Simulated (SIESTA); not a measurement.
# Pb in SIESTA: the effect of strain zz

Crystal: Pb.

```xyz
2
Lattice="3.0386 -1.7503 0.0000 3.0386 1.7503 0.0000 -2.1155 0.0000 5.8514" Properties=species:S:1:pos:R:3 pbc="T T T"
Pb    3.9848    0.0000    4.2498
Pb   -0.0230    0.0000    1.6016
```

The cell isn't the ideal one: cell strained along z.

Alike in all runs:

- Program: SIESTA 5.4.2
- Task: band structure
- Functional: PBEsol
- Potentials or basis: PseudoDojo 0.4 standard (PBEsol files)
- Basis: DZP (energy shift 0.003 Ry; two zetas on semicore shells)
- Grid cutoff: 500 Ry
- Energy shift: 0.003 Ry
- k mesh: 9 × 9 × 5
- Occupations: fermi-dirac, width 0.05 eV
- Spin: no spin polarisation

| strain zz | pressure (GPa) | largest force (eV/Å) |
| --- | --- | --- |
| -0.04 | 0.5 | 0.04 |
| -0.02 | -0.5 | 0.04 |
| 0 | ? | ? |
| 0.02 | -2.0 | 0.06 |
| 0.04 | -2.6 | 0.09 |

Task: What does the run with strain zz 0 give?

Result: Pressure -1.4 GPa; largest force 0.05 eV/Å.

Worked out: A parabola through the other rows of the pressure, of slope -38.5 GPa per unit of strain zz there, gives -1.3 GPa, against the run's -1.4. A parabola through the other rows of the largest force, of slope 0.6 eV/Å per unit of strain zz there, gives 0.04 eV/Å, against the run's 0.05.

Caveats: the basis of atomic orbitals isn't converged, which shifts pressures, moduli and gaps.
